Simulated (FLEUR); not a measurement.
# Ge (Cmmm) in FLEUR: settings compared, part 2 of 2

FLEUR MaX-R8.1 (later development tree). The steps go on from the part before.

## (3) Band structure, PBEsol

The input, inp.xml:

```xml
<?xml version="1.0" encoding="UTF-8" standalone="no"?>
<fleurInput fleurInputVersion="0.39">
   <comment>
      Ge                                                                                                  
   </comment>
   <calculationSetup>
      <cutoffs Kmax="4.15" Gmax="12.9" GmaxXC="12.9" numbands="0"/>
      <scfLoop itmax="60" minDistance="0.00001" maxIterBroyd="15" imix="Anderson" alpha="0.05" precondParam="0.0" spinf="2.0" sdNocoIR="T"/>
      <coreElectrons ctail="T" frcor="F" kcrel="0" coretail_lmax="0"/>
      <xcFunctional name="PBEs" relativisticCorrections="F"/>
      <magnetism jspins="1"/>
      <soc l_soc="F" theta="0.0" phi="0.0" spav="F"/>
      <expertModes spex="0" secvar="F"/>
      <geometryOptimization l_f="F" forcealpha="1.0" forcemix="BFGS" epsdisp="0.00001" epsforce="0.00001"/>
      <ldaU l_linMix="F" mixParam="0.05" spinf="1.0"/>
   </calculationSetup>
   <cell>
      <bzIntegration valenceElectrons="22.0" mode="hist" fermiSmearingEnergy="0.00183747">
         <kPointListSelection listName="default-1"/>
         <!-- k-points included here -->
         <xi:include xmlns:xi="http://www.w3.org/2001/XInclude" href="kpts.xml"> </xi:include>
      </bzIntegration>
      <!-- symmetry operations included here -->
      <xi:include xmlns:xi="http://www.w3.org/2001/XInclude" href="sym.xml"> </xi:include>
      <bulkLattice scale="1.0">
         <bravaisMatrix>
            <row-1>    2.6402289652587654    -4.9142630226402932     0.0000000000000000</row-1>
            <row-2>    2.6402289652587654     4.9142630226402932     0.0000000000000000</row-2>
            <row-3>    0.0000000000000000     0.0000000000000000     5.0989176109055823</row-3>
         </bravaisMatrix>
      </bulkLattice>
   </cell>
   <atomSpecies>
      <species name="Germanium (Ge)" element="Ge" atomicNumber="32">
         <mtSphere radius="2.36" gridPoints="781" logIncrement="0.016"/>
         <atomicCutoffs lmax="9" lnonsphr="9"/>
         <electronConfig flipSpins="F">
            <coreConfig>(1s1/2) (2s1/2) (2p1/2) (2p3/2)</coreConfig>
            <valenceConfig>(3s1/2) (3p1/2) (3p3/2) (4s1/2) (3d3/2) (3d5/2) (4p1/2) (4p3/2)</valenceConfig>
            <stateOccupation state="(4p1/2)" spinUp="0.333333" spinDown="0.333333"/>
            <stateOccupation state="(4p3/2)" spinUp="0.666667" spinDown="0.666667"/>
         </electronConfig>
         <energyParameters s="4" p="4" d="3" f="4"/>
         <lo type="SCLO" l="0" n="3" eDeriv="0"/>
         <lo type="SCLO" l="1" n="3" eDeriv="0"/>
         <lo type="SCLO" l="1" n="3" eDeriv="1"/>
         <lo type="HELO" l="2" n="4" eDeriv="0"/>
         <lo type="HELO" l="2" n="4" eDeriv="1"/>
         <lo type="SCLO" l="3" n="4" eDeriv="2"/>
      </species>
   </atomSpecies>
   <atomGroups>
      <atomGroup species="Germanium (Ge)">
         <relPos label="                   1">1.000/2.000 1.000/2.000 .0000000000</relPos>
         <force calculate="T" relaxXYZ="TTT"/>
      </atomGroup>
   </atomGroups>
   <output dos="F" band="F" slice="F">
      <checks vchk="F" cdinf="F"/>
      <bandDOS minEnergy="-.5*Htr" maxEnergy="0.5*Htr" sigma="0.015" storeEVData="T"/>
      <vacuumDOS vacdos="F" integ="F" star="F" nstars="0" locx1="0.0" locy1="0.0" locx2="0.0" locy2="0.0" nstm="0" tworkf="0.0"/>
      <unfoldingBand unfoldBand="F" supercellX="1" supercellY="1" supercellZ="1"/>
      <plotting iplot="0" polar="F">
         <plot TwoD="T" vec1="  1.0  0.0  0.0" vec2="  0.0  1.0  0.0" vec3="  0.0  0.0  1.0" zero="  0.0  0.0  0.0" file="plot"/>
      </plotting>
      <chargeDensitySlicing numkpt="0" minEigenval="0.0" maxEigenval="0.0" nnne="0" pallst="F"/>
      <specialOutput eonly="F"/>
      <moessbauerParams electricFieldGradient="T" isomerShift="T" coreHyperfine="T" valenceHyperfine="T"/>
      <magneticCircularDichroism mcd="F" energyLo="-10.0" energyUp="0.0"/>
   </output>
  <!-- We include the file relax.xml here to enable relaxations (see documentation) -->
  <xi:include xmlns:xi="http://www.w3.org/2001/XInclude" href="relax.xml"> <xi:fallback/> </xi:include>
</fleurInput>
```

The input, crystal.txt:

```
Ge
&input cartesian=F /
1.3971490000  -2.6005160000  0.0000000000
1.3971490000  2.6005160000  0.0000000000
0.0000000000  0.0000000000  2.6982310000
1.8897261246
1.0 1.0 1.0

1
32 0.5000000000  0.5000000000  0.0000000000

&kpt div1=11 div2=11 div3=10 gamma=T /
```

The input, inp.xml (bands):

```
<?xml version="1.0" encoding="UTF-8" standalone="no"?>
<fleurInput fleurInputVersion="0.39">
   <comment>
      Ge                                                                                                  
   </comment>
   <calculationSetup>
      <cutoffs Kmax="4.15" Gmax="12.9" GmaxXC="12.9" numbands="0"/>
      <scfLoop itmax="60" minDistance="0.00001" maxIterBroyd="15" imix="Anderson" alpha="0.05" precondParam="0.0" spinf="2.0" sdNocoIR="T"/>
      <coreElectrons ctail="T" frcor="F" kcrel="0" coretail_lmax="0"/>
      <xcFunctional name="PBEs" relativisticCorrections="F"/>
      <magnetism jspins="1"/>
      <soc l_soc="F" theta="0.0" phi="0.0" spav="F"/>
      <expertModes spex="0" secvar="F"/>
      <geometryOptimization l_f="F" forcealpha="1.0" forcemix="BFGS" epsdisp="0.00001" epsforce="0.00001"/>
      <ldaU l_linMix="F" mixParam="0.05" spinf="1.0"/>
   </calculationSetup>
   <cell>
      <bzIntegration valenceElectrons="22.0" mode="hist" fermiSmearingEnergy="0.00183747">
         <kPointListSelection listName="path-1"/>
         <!-- k-points included here -->
         <xi:include xmlns:xi="http://www.w3.org/2001/XInclude" href="kpts.xml"> </xi:include>
      </bzIntegration>
      <!-- symmetry operations included here -->
      <xi:include xmlns:xi="http://www.w3.org/2001/XInclude" href="sym.xml"> </xi:include>
      <bulkLattice scale="1.0">
         <bravaisMatrix>
            <row-1>    2.6402289652587654    -4.9142630226402932     0.0000000000000000</row-1>
            <row-2>    2.6402289652587654     4.9142630226402932     0.0000000000000000</row-2>
            <row-3>    0.0000000000000000     0.0000000000000000     5.0989176109055823</row-3>
         </bravaisMatrix>
      </bulkLattice>
   </cell>
   <atomSpecies>
      <species name="Germanium (Ge)" element="Ge" atomicNumber="32">
         <mtSphere radius="2.36" gridPoints="781" logIncrement="0.016"/>
         <atomicCutoffs lmax="9" lnonsphr="9"/>
         <electronConfig flipSpins="F">
            <coreConfig>(1s1/2) (2s1/2) (2p1/2) (2p3/2)</coreConfig>
            <valenceConfig>(3s1/2) (3p1/2) (3p3/2) (4s1/2) (3d3/2) (3d5/2) (4p1/2) (4p3/2)</valenceConfig>
            <stateOccupation state="(4p1/2)" spinUp="0.333333" spinDown="0.333333"/>
            <stateOccupation state="(4p3/2)" spinUp="0.666667" spinDown="0.666667"/>
         </electronConfig>
         <energyParameters s="4" p="4" d="3" f="4"/>
         <lo type="SCLO" l="0" n="3" eDeriv="0"/>
         <lo type="SCLO" l="1" n="3" eDeriv="0"/>
         <lo type="SCLO" l="1" n="3" eDeriv="1"/>
         <lo type="HELO" l="2" n="4" eDeriv="0"/>
         <lo type="HELO" l="2" n="4" eDeriv="1"/>
         <lo type="SCLO" l="3" n="4" eDeriv="2"/>
      </species>
   </atomSpecies>
   <atomGroups>
      <atomGroup species="Germanium (Ge)">
         <relPos label="                   1">1.000/2.000 1.000/2.000 .0000000000</relPos>
         <force calculate="T" relaxXYZ="TTT"/>
      </atomGroup>
   </atomGroups>
   <output dos="F" band="T" slice="F">
      <checks vchk="F" cdinf="F"/>
      <bandDOS minEnergy="-.5*Htr" maxEnergy="0.5*Htr" sigma="0.015" storeEVData="T"/>
      <vacuumDOS vacdos="F" integ="F" star="F" nstars="0" locx1="0.0" locy1="0.0" locx2="0.0" locy2="0.0" nstm="0" tworkf="0.0"/>
      <unfoldingBand unfoldBand="F" supercellX="1" supercellY="1" supercellZ="1"/>
      <plotting iplot="0" polar="F">
         <plot TwoD="T" vec1="  1.0  0.0  0.0" vec2="  0.0  1.0  0.0" vec3="  0.0  0.0  1.0" zero="  0.0  0.0  0.0" file="plot"/>
      </plotting>
      <chargeDensitySlicing numkpt="0" minEigenval="0.0" maxEigenval="0.0" nnne="0" pallst="F"/>
      <specialOutput eonly="F"/>
      <moessbauerParams electricFieldGradient="T" isomerShift="T" coreHyperfine="T" valenceHyperfine="T"/>
      <magneticCircularDichroism mcd="F" energyLo="-10.0" energyUp="0.0"/>
   </output>
  <!-- We include the file relax.xml here to enable relaxations (see documentation) -->
  <xi:include xmlns:xi="http://www.w3.org/2001/XInclude" href="relax.xml"> <xi:fallback/> </xi:include>
</fleurInput>
```

Potentials or basis: all-electron, FLAPW.

The run is started by

```sh
$ inpgen -f crystal.txt -profile fastHighL
$ # inp.xml edited to the form shown
$ fleur_MPI
$ fleur_MPI   # second run, on inp.xml (bands)
```

Wall time 47 s (1 thread of Arm Neoverse V1, shared host); peak memory 0.09 GiB.

The run converged. Its results:

* Free energy: -57077.3295 eV
* Band gap along the path: none (metal or under the smearing width)
* Valence electrons inside the program's atomic spheres: Ge 20.32 (radii Ge 2.36 bohr)

Levels at the corners of the path, in eV from the Fermi level:
| point | band 7 | band 8 | band 9 | band 10 | band 11 | band 12 | band 13 | band 14 | band 15 | band 16 |
| --- | --- | --- | --- | --- | --- | --- | --- | --- | --- | --- |
| Γ | -24.58 | -24.48 | -24.46 | -12.83 | 6.69 | 7.16 | 8.67 | 10.15 | 12.47 | 14.92 |
| X | -24.54 | -24.51 | -24.50 | -7.00 | -3.53 | -2.97 | 11.07 | 16.61 | 17.31 | 18.16 |
| S | -24.52 | -24.49 | -24.49 | -7.77 | -5.27 | 3.47 | 7.47 | 10.56 | 16.47 | 16.59 |
| R | -24.56 | -24.49 | -24.39 | -3.62 | -2.20 | -1.56 | 3.64 | 6.34 | 11.64 | 13.11 |
| A | -24.56 | -24.53 | -24.40 | -2.72 | -0.98 | -0.46 | 0.16 | 5.25 | 5.55 | 20.81 |
| Z | -24.55 | -24.53 | -24.49 | -9.06 | -5.66 | 9.98 | 11.49 | 15.94 | 16.13 | 17.16 |
| Γ | -24.58 | -24.48 | -24.46 | -12.83 | 6.69 | 7.16 | 8.67 | 10.15 | 12.47 | 14.92 |
| Y | -24.52 | -24.50 | -24.47 | -8.63 | -5.48 | 5.24 | 9.14 | 9.90 | 15.82 | 16.17 |
| X1 | -24.54 | -24.51 | -24.50 | -7.00 | -3.53 | -2.97 | 11.07 | 16.61 | 17.31 | 18.16 |
| A1 | -24.56 | -24.53 | -24.40 | -2.72 | -0.98 | -0.46 | 0.16 | 5.25 | 5.55 | 20.81 |
| T | -24.54 | -24.49 | -24.41 | -4.58 | -2.36 | -2.21 | 3.25 | 8.12 | 13.45 | 14.86 |
| Y | -24.52 | -24.50 | -24.47 | -8.63 | -5.48 | 5.24 | 9.14 | 9.90 | 15.82 | 16.17 |
| Z | -24.55 | -24.53 | -24.49 | -9.06 | -5.66 | 9.98 | 11.49 | 15.94 | 16.13 | 17.16 |
| T | -24.54 | -24.49 | -24.41 | -4.58 | -2.36 | -2.21 | 3.25 | 8.12 | 13.45 | 14.86 |

Core levels (eV from the Fermi level):
```csv
atom,levels
1 Ge,"1s1/2 -10944.3, 2s1/2 -1365.4, 2p1/2 -1214.4, 2p3/2 -1182.5"
```
